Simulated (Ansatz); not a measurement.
The following input was run with Ansatz 0.2.0.

```yaml
crystal:
  lattice:
    - [2.341681814, 0.0, 0.0]
    - [0.0, 2.341681814, 0.0]
    - [0.0, 0.0, 2.3418459811]
  atoms:
    - { symbol: P, position: [0.0, 0.0, 0.0] }
basis:
  ecutwfc: 420
kpoints:
  mp_grid: { grid: [18, 18, 18] }
hamiltonian:
  xc: pbesol
  dispersion: d3bj
scf:
  occupations: { method: gaussian, width: 0.1 }
output:
  forces: true
  stress: true
  eigenvalues: true
relax:
  adjacent_minimum: "off"
  f_tol: 0.01
  max_steps: 30
  cell: { stress_tol: 0.1, fix: [volume] }
```

Run as
```bash
ansatz run input.yaml --threads 1 --pin off --max-ram 2560MiB --backend cpu --events-out ev --progress --plain --runs-dir out
```

The calculation used DFT PBEsol+D3(BJ), scalar-relativistic, plane waves, PAW (Ansatz 0.2.0).

From the run's log, abridged:

```
Pseudopotentials: kind: paw
Pseudopotential: P, paw, valence charge 5, recommended cutoff 420 eV (normal)
Functional definition: PBEsol
Crystal: 1 atom, lattice volume = 12.841 Å³
Basis set: ecut = 420 eV, 251 PW (Γ), exchange–correlation on 32×32×32 points (8 copies of the dense FFT grid, shifted against one another)
Bands: 7, of which v1, the nominal top of the filled ones, is band 3 counted from 1 (2 counted from 0)
Symmetry: 16 space group operations
Space group: P4/mmm (ITA 123), of the structure as read, at distance tolerance 2.3e-5 Å
k-points: 550 of 5832
Initial density: superposition of atomic densities (neutral atoms: chi_scale 0, normalization atom), corrected by the library's trained network
Initial wavefunctions: pseudopotential atomic-orbital guess
Functional: x = pbesol(κ = 0.804, μ = 0.12345679), c = pbesol(β = 0.046)
SCF iter   1: F=—  HF=-740.435810 eV  |F-HF|=—  |Δ(HF+E_count)|=         —  Δρ=2.33e-3  dr2=2.50e-4  ethr=1.77e-3  ⟨swp⟩=5.9  Hψ=35163  notcnv=0
SCF iter   2: F=—  HF=-740.435838 eV  |F-HF|=—  |Δ(HF+E_count)|=   2.81e-5  Δρ=1.16e-3  dr2=5.96e-5  ethr=5.00e-6  ⟨swp⟩=1.9  Hψ=9019  notcnv=0
SCF iter   3: F=—  HF=-740.435874 eV  |F-HF|=—  |Δ(HF+E_count)|=   3.63e-5  Δρ=1.56e-4  dr2=1.86e-6  ethr=1.19e-6  ⟨swp⟩=1.9  Hψ=4604  notcnv=0
SCF iter   4: F=—  HF=-740.435874 eV  |F-HF|=—  |Δ(HF+E_count)|=   1.86e-7  Δρ=3.49e-5  dr2=1.59e-7  ethr=3.72e-8  ⟨swp⟩=2.0  Hψ=4784  notcnv=0
SCF iter   5: F=-740.435874 eV  HF=-740.435874 eV  |F-HF|=4.93e-11  |Δ(HF+E_count)|=   7.52e-8  Δρ=9.40e-7  dr2=2.93e-11  ethr=3.19e-9  ⟨swp⟩=2.2  Hψ=4991  notcnv=0
SCF iter   6: F=-740.435874 eV  HF=-740.435874 eV  |F-HF|=0.00e0  |Δ(HF+E_count)|=  7.64e-11  Δρ=9.79e-8  dr2=9.55e-13  ethr=1.00e-12  ⟨swp⟩=3.0  Hψ=16630  notcnv=0
SCF 1 converged in 6 iterations: F = -740.435874 eV  dr2 = 9.55e-13
relax step   1: F+E_penalty+E_count = -740.43587380 eV  Δ(F+E_penalty+E_count) = +0.000e0 eV  max|allowed force component| = 0.000e0 eV/Å  Δτ_max = 0.0000 Å  P = +9.956 GPa  Ω = 12.841 Å³  fix = [volume]  reactions: volume +9.956 GPa (6 SCF iters, dr2 threshold 1.00e-7 eV, accepted)
Initial density: handed on by an earlier stage of this run
Initial wavefunctions: pseudopotential atomic-orbital guess (no wavefunctions were taken with the density)
SCF iter   1: F=—  HF=-740.435871 eV  |F-HF|=—  |Δ(HF+E_count)|=         —  Δρ=6.06e-7  dr2=1.75e-11  ethr=1.45e-7  ⟨swp⟩=3.3  Hψ=46573  notcnv=0
SCF iter   2: F=—  HF=-740.435874 eV  |F-HF|=—  |Δ(HF+E_count)|=   2.46e-6  Δρ=2.71e-7  dr2=2.99e-12  ethr=1.00e-12  ⟨swp⟩=7.7  Hψ=20378  notcnv=0
SCF iter   3: F=-740.435874 eV  HF=-740.435874 eV  |F-HF|=4.55e-13  |Δ(HF+E_count)|=  1.14e-13  Δρ=1.72e-7  dr2=1.08e-12  ethr=1.00e-12  ⟨swp⟩=2.0  Hψ=10658  notcnv=0
SCF 2 converged in 3 iterations: F = -740.435874 eV  dr2 = 1.08e-12
SCF converged after 3 iterations
Free energy (F): -740.435874 eV
Harris-Foulkes:  -740.435874 eV  (|F-HF|=4.55e-13)
Internal energy: -740.434398 eV  (E = F + TS)
E sigma→0 (E₀):  -740.435136 eV
Entropy (-TS):   -0.001476 eV (-1.476 meV/atom)
Fermi energy:    12.937951 eV
--- Per-component energies (eV) ---
  E_band       = 28.745968
  E_kinetic    = 74.980127
  E_local      = -17.994067  (includes V_loc(G=0)·N_el)
  E_nonlocal   = 33.709982
  E_hartree    = 4.612717
  E_xc         = -63.167679
  E_vxc        = -63.555230  (∫ρ·V_xc dr)
  E_paw        = -554.092689  (= ΣΔE_a)
  E_vpaw       = -7.620277  (= ΣTr[D̂ρ^β])
  E_aug_tail   = 0.000003  (compensation charges beyond the density's cutoff)
  E_ewald      = -218.086435
  E_disp       = -0.442452  (pairwise vdW)
  E_core_change = 0.046096  (= ΣΔE_core)
  E_smearing   = -0.001476  (= −TS)
--- Forces (eV/Å), atoms counted from 1 ---
  atom   1  P      0.00000000     0.00000000     0.00000000
--- Stress (GPa, compression-positive) ---
        9.964016       0.000000       0.000000
        0.000000       9.964016       0.000000
        0.000000       0.000000       9.939189
  P = ⅓ Tr σ = 9.9557 GPa (99.557 kbar)
--- Band table (eV; the first three rows and the last of 550) ---
  k-point 0: bands = ["-4.8348", "18.7446", "18.7479", "18.7479", "19.5545", "19.5554", "28.6593"]
  k-point 1: bands = ["-4.7570", "16.9092", "18.8104", "18.8104", "19.6166", "21.2895", "28.9196"]
  k-point 2: bands = ["-4.5241", "14.7206", "18.9969", "18.9969", "19.7978", "23.1368", "29.7263"]
  k-point 549: bands = ["10.7196", "10.7196", "10.7211", "12.9434", "17.1578", "17.1589", "17.1589"]
--- Relaxed structure (1 steps of the walk, 1 accepted, 1 SCFs on fresh bases) ---
  F+E_penalty+E_count = -740.43587380 eV   max|allowed force component| = 0.000e0 eV/Å   (the final SCF, on the basis selected at the relaxed cell)
  cell:  # Å, volume = 12.8415 Å³
    - [2.341681814, 0.0, 0.0]
    - [0.0, 2.341681814, 0.0]
    - [0.0, 0.0, 2.3418459811]
  atoms:
    - { symbol: P, position: [0.0, 0.0, 0.0] }
```

The relaxation met its thresholds.

Time: 7.3 s on 1 thread of Arm Neoverse V2 (shared host), peak memory 0.34 GiB.